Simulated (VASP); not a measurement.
Input and output of a VASP PBE single-point calculation on CsPbCl₃ (strained measured structure)

INCAR

```
PREC = Accurate
NELM = 120
GGA = PE
LREAL = .FALSE.
LASPH = .TRUE.
NSW = 0
LWAVE = .FALSE.
ENCUT = 520
EDIFF = 1E-7
ISIF = 2
LELF = .TRUE.
ISMEAR = -1
NBANDS = 30
LCHARG = .TRUE.
IBRION = -1
SIGMA = 0.02
```

KPOINTS

```
KPOINTS created by Atomic Simulation Environment
0
Gamma
4 4 4
0 0 0
```

KPOINTS_OPT

```
special points
4
Reciprocal
0.0000000000 0.0000000000 0.0000000000 1
0.0000000000 0.5000000000 0.0000000000 1
0.5000000000 0.5000000000 0.0000000000 1
0.5000000000 0.5000000000 0.5000000000 1
```

POSCAR

```
Cs Pb Cl
 1.0000000000000000
     5.6767295249999998   -0.1373768545000000    0.0000000000000000
    -0.1373768545000000    5.6767295249999998    0.0000000000000000
     0.0000000000000000    0.0000000000000000    5.6767295249999998
 Cs  Pb  Cl
   1   1   3
Cartesian
  0.0000000000000000  0.0000000000000000  0.0000000000000000
  2.7696763352499993  2.7696763352499998  2.8383647624999999
  2.7696763352499993  2.7696763352499998  0.0000000000000000
 -0.0686884272500000  2.8383647624999999  2.8383647624999999
  2.8383647624999999 -0.0686884272500000  2.8383647624999999
```

VASP ran with the recommended PBE PAW datasets (44 valence electrons in the cell).

Command

```
mpirun -np 1 vasp_std
```

OSZICAR

```
N       E                     dE             d eps       ncg     rms          rms(c)
DAV:   1     0.409468830000E+03    0.40947E+03   -0.19191E+04  1260   0.133E+03
DAV:   2     0.324890003576E+02   -0.37698E+03   -0.35877E+03  1510   0.312E+02
DAV:   3    -0.164941789002E+02   -0.48983E+02   -0.48233E+02  1588   0.120E+02
DAV:   4    -0.183851944149E+02   -0.18910E+01   -0.18850E+01  1628   0.308E+01
DAV:   5    -0.184533189591E+02   -0.68125E-01   -0.68098E-01  1620   0.492E+00    0.509E+00
DAV:   6    -0.175593842978E+02    0.89393E+00   -0.15546E+00  1814   0.127E+01    0.332E+00
DAV:   7    -0.175136523545E+02    0.45732E-01   -0.61822E-01  1868   0.437E+00    0.189E+00
DAV:   8    -0.175291215093E+02   -0.15469E-01   -0.82984E-02  1778   0.225E+00    0.298E-01
DAV:   9    -0.175265157322E+02    0.26058E-02   -0.19258E-02  1948   0.106E+00    0.135E-01
DAV:  10    -0.175270899560E+02   -0.57422E-03   -0.20956E-03  1544   0.270E-01    0.534E-02
DAV:  11    -0.175271642967E+02   -0.74341E-04   -0.18483E-04  1708   0.104E-01    0.113E-02
DAV:  12    -0.175271659804E+02   -0.16837E-05   -0.25353E-05  1686   0.560E-02    0.415E-03
DAV:  13    -0.175271659671E+02    0.13285E-07   -0.24263E-06  1604   0.851E-03    0.208E-03
DAV:  14    -0.175271659645E+02    0.26212E-08   -0.55790E-07  1506   0.664E-03
   1 F= -.17527166E+02 E0= -.17527166E+02  d E =-.248370E-11
       N       E                     dE             ncg
DAV:   1     0.248725657537E+04   -0.28321E+04      240
DAV:   2     0.104245491844E+04   -0.14448E+04      280
DAV:   3     0.846278474738E+03   -0.19618E+03      304
DAV:   4     0.838892111578E+03   -0.73864E+01      292
DAV:   5     0.838626574072E+03   -0.26554E+00      314
DAV:   6     0.838613570158E+03   -0.13004E-01      340
DAV:   7     0.838613401565E+03   -0.16859E-03      306
DAV:   8     0.838613388002E+03   -0.13563E-04      366
DAV:   9     0.838613387958E+03   -0.44594E-07      242
```

From OUTCAR

```
k-points           NKPTS =     21   k-points in BZ     NKDIM =     21   number of bands    NBANDS=     30

   NELECT =      44.0000    total number of electrons

   dimension x,y,z NGX =    42 NGY =   42 NGZ =   42
   dimension x,y,z NGXF=    84 NGYF=   84 NGZF=   84

  energy-cutoff  :      520.00
  volume of cell :      182.83
      direct lattice vectors                 reciprocal lattice vectors
     5.676729525 -0.137376855  0.000000000     0.176260993  0.004265516  0.000000000
    -0.137376855  5.676729525  0.000000000     0.004265516  0.176260993  0.000000000
     0.000000000  0.000000000  5.676729525     0.000000000  0.000000000  0.176157768

 k-points in reciprocal lattice and weights: KPOINTS created by Atomic Simulation Env
   0.00000000  0.00000000  0.00000000       0.016
   0.25000000  0.00000000  0.00000000       0.062
   0.50000000  0.00000000  0.00000000       0.031
   0.25000000  0.25000000  0.00000000       0.031
   0.50000000  0.25000000  0.00000000       0.062
  -0.25000000  0.25000000  0.00000000       0.031
   0.50000000  0.50000000  0.00000000       0.016
   0.00000000  0.00000000  0.25000000       0.031
   ...

 E-fermi :   1.7736

 k-point     1 :       0.0000    0.0000    0.0000
  band No.  band energies     occupation
      1     -19.8443      2.00000
      2     -15.3163      2.00000
      3     -15.3143      2.00000
      4     -15.1311      2.00000
      5     -15.1244      2.00000
      6     -15.1171      2.00000
      7     -13.4780      2.00000
      8     -12.7208      2.00000
      9     -12.7126      2.00000
     10      -6.6458      2.00000
     11      -6.6381      2.00000
     12      -6.6305      2.00000
     13      -5.2074      2.00000
     14      -3.0237      2.00000
     15      -2.9757      2.00000
     16      -2.9130      2.00000
     17      -1.0778      2.00000
     18      -1.0088      2.00000
     19      -1.0029      2.00000
     20      -0.9523      2.00000
     21      -0.9256      2.00000
     22      -0.8398      2.00000
     23       4.8622      0.00000
     24       5.8661      0.00000
     25       5.8826      0.00000
     26       6.7033      0.00000
     27       6.8002      0.00000
     28       6.8560      0.00000
     29       7.2563      0.00000
     30       7.4391      0.00000

 k-point     2 :       0.2500    0.0000    0.0000
  band No.  band energies     occupation
      1     -19.8434      2.00000
      2     -15.3157      2.00000
      3     -15.2735      2.00000
      4     -15.1314      2.00000
      5     -15.1248      2.00000
      6     -15.1174      2.00000
      7     -13.4087      2.00000
      8     -12.8562      2.00000
      9     -12.7178      2.00000
     10      -6.6346      2.00000
     11      -6.6296      2.00000
     12      -6.6271      2.00000
     13      -5.7250      2.00000
     14      -2.9397      2.00000
     15      -2.9332      2.00000
     16      -2.0130      2.00000
     17      -1.1054      2.00000
     18      -1.0573      2.00000
     19      -1.0490      2.00000
     20      -0.9732      2.00000
     21      -0.9660      2.00000
     22      -0.8380      2.00000
     23       5.3085      0.00000
     24       6.0269      0.00000
     25       6.2430      0.00000
     26       6.3473      0.00000
     27       6.7535      0.00000
     28       6.8284      0.00000
     29       7.0016      0.00000
     30       7.7034      0.00000

 k-point     3 :       0.5000    0.0000    0.0000
  band No.  band energies     occupation
      1     -19.8426      2.00000
      2     -15.3156      2.00000
      3     -15.2310      2.00000
      4     -15.1317      2.00000
      5     -15.1251      2.00000
      6     -15.1176      2.00000
      7     -13.2494      2.00000
      8     -13.0895      2.00000
      9     -12.7170      2.00000
     10      -6.6273      2.00000
     11      -6.6209      2.00000
     12      -6.6197      2.00000
     13      -6.0584      2.00000
     14      -2.9019      2.00000
     15      -2.8942      2.00000
     16      -1.5518      2.00000
     17      -1.1271      2.00000
     18      -1.1092      2.00000
     19      -1.1081      2.00000
     20      -1.0205      2.00000
     21      -1.0180      2.00000
     22      -0.2170      2.00000
     23       4.4127      0.00000
     24       6.1833      0.00000
     25       6.6065      0.00000
     26       6.6939      0.00000
     27       6.8553      0.00000
     28       7.1010      0.00000
     29       7.2931      0.00000
     30       8.4493      0.00000

 k-point     4 :       0.2500    0.2500    0.0000
  band No.  band energies     occupation
      1     -19.8426      2.00000
      2     -15.2963      2.00000
      3     -15.2501      2.00000
      4     -15.1317      2.00000
      5     -15.1253      2.00000
      6     -15.1177      2.00000
      7     -13.3435      2.00000
      8     -12.9121      2.00000
      9     -12.7942      2.00000
     10      -6.6388      2.00000
     11      -6.6238      2.00000
     12      -6.6218      2.00000
     13      -6.1470      2.00000
     14      -2.8934      2.00000
     15      -2.2823      2.00000
     16      -1.8253      2.00000
     17      -1.2682      2.00000
     18      -1.1132      2.00000
     19      -1.0233      2.00000
     20      -1.0020      2.00000
     21      -0.8855      2.00000
     22      -0.7097      2.00000
     23       5.3785      0.00000
     24       5.7388      0.00000
     25       6.0992      0.00000
     26       6.5976      0.00000
     27       6.6156      0.00000
     28       6.7402      0.00000
     29       7.3327      0.00000
     30       7.7932      0.00000

 k-point     5 :       0.5000    0.2500    0.0000
  band No.  band energies     occupation
      1     -19.8419      2.00000
      2     -15.2909      2.00000
      3     -15.2105      2.00000
      4     -15.1319      2.00000
      5     -15.1256      2.00000
      6     -15.1180      2.00000
      7     -13.2046      2.00000
      8     -13.0898      2.00000
      9     -12.8215      2.00000
     10      -6.6420      2.00000
     11      -6.6366      2.00000
     12      -6.6148      2.00000
     13      -6.4578      2.00000
     14      -2.8401      2.00000
     15      -2.0456      2.00000
     16      -1.6613      2.00000
     17      -1.2561      2.00000
     18      -1.1540      2.00000
     19      -1.0918      2.00000
     20      -1.0431      2.00000
     21      -0.7791      2.00000
     22      -0.0027      2.00000
     23       4.1796      0.00000
     24       5.4604      0.00000
     25       6.5025      0.00000
     26       6.6381      0.00000
     27       7.0057      0.00000
     28       7.0924      0.00000
     29       7.4967      0.00000
     30       7.8421      0.00000

 k-point     6 :      -0.2500    0.2500    0.0000
  band No.  band energies     occupation
      1     -19.8427      2.00000
      2     -15.2964      2.00000
      3     -15.2496      2.00000
      4     -15.1316      2.00000
      5     -15.1253      2.00000
      6     -15.1177      2.00000
      7     -13.3544      2.00000
      8     -12.8905      2.00000
      9     -12.8017      2.00000
     10      -6.6517      2.00000
     11      -6.6260      2.00000
     12      -6.6226      2.00000
     13      -6.1611      2.00000
     14      -2.8899      2.00000
     15      -2.2387      2.00000
     16      -1.8546      2.00000
     17      -1.2972      2.00000
     18      -1.0857      2.00000
     19      -1.0514      2.00000
     20      -1.0204      2.00000
     21      -0.7407      2.00000
     22      -0.7226      2.00000
     23       5.4821      0.00000
     24       5.5748      0.00000
     25       6.1142      0.00000
     26       6.5614      0.00000
     27       6.6609      0.00000
     28       6.7100      0.00000
     29       7.1537      0.00000
     30       7.6122      0.00000

 k-point     7 :       0.5000    0.5000    0.0000
  band No.  band energies     occupation
      1     -19.8411      2.00000
      2     -15.2772      2.00000
      3     -15.1768      2.00000
      4     -15.1322      2.00000
      5     -15.1261      2.00000
      6     -15.1183      2.00000
      7     -13.1122      2.00000
      8     -13.0703      2.00000
      9     -12.9963      2.00000
     10      -6.7521      2.00000
     11      -6.6598      2.00000
     12      -6.6496      2.00000
     13      -6.6087      2.00000
     14      -2.7721      2.00000
     15      -1.7653      2.00000
     16      -1.2402      2.00000
     17      -1.2302      2.00000
     18      -1.2113      2.00000
     19      -1.1740      2.00000
     20      -1.1588      2.00000
     21      -0.6042      2.00000
     22       0.5763      2.00000
     23       3.8915      0.00000
     24       4.0393      0.00000
     25       6.3319      0.00000
     26       6.9037      0.00000
     27       7.1986      0.00000
     28       7.6152      0.00000
     29       7.6615      0.00000
     30       7.8326      0.00000

 ...

  Total        0.8584276      0.8584276      0.8630971      0.2822325      0.0000000      0.0000000
  in kB        7.5227054      7.5227054      7.5636257      2.4733039      0.0000000      0.0000000
  external PRESSURE =       7.5363455 kB  Pullay stress =       0.0000000 kB

 POSITION                                       TOTAL-FORCE (eV/Angst)
 -----------------------------------------------------------------------------------
      0.00000      0.00000      0.00000        -0.000000      0.000000      0.000000
      2.76968      2.76968      2.83836         0.000000      0.000000      0.000000
      2.76968      2.76968      0.00000        -0.000000     -0.000000      0.000000
     -0.06869      2.83836      2.83836        -0.000000      0.000000      0.000000
      2.83836     -0.06869      2.83836        -0.000000      0.000000      0.000000
 -----------------------------------------------------------------------------------
    total drift:                                0.000000     -0.000000     -0.000000

  FREE ENERGIE OF THE ION-ELECTRON SYSTEM (eV)
  ---------------------------------------------------
  free  energy   TOTEN  =       -17.5271659645 eV

  energy  without entropy=      -17.5271659645  energy(sigma->0) =      -17.52716596
```

The gap between bands v and c is 2.00 eV. The least direct gap is 2.00 eV and the pressure is 0.8 GPa.

Band v is the last that the valence electrons fill when counted band by band, and c is the next.

The run took about 95 s on one core of a shared host (Intel Xeon Platinum 8488C) and held 0.35 GiB at most.
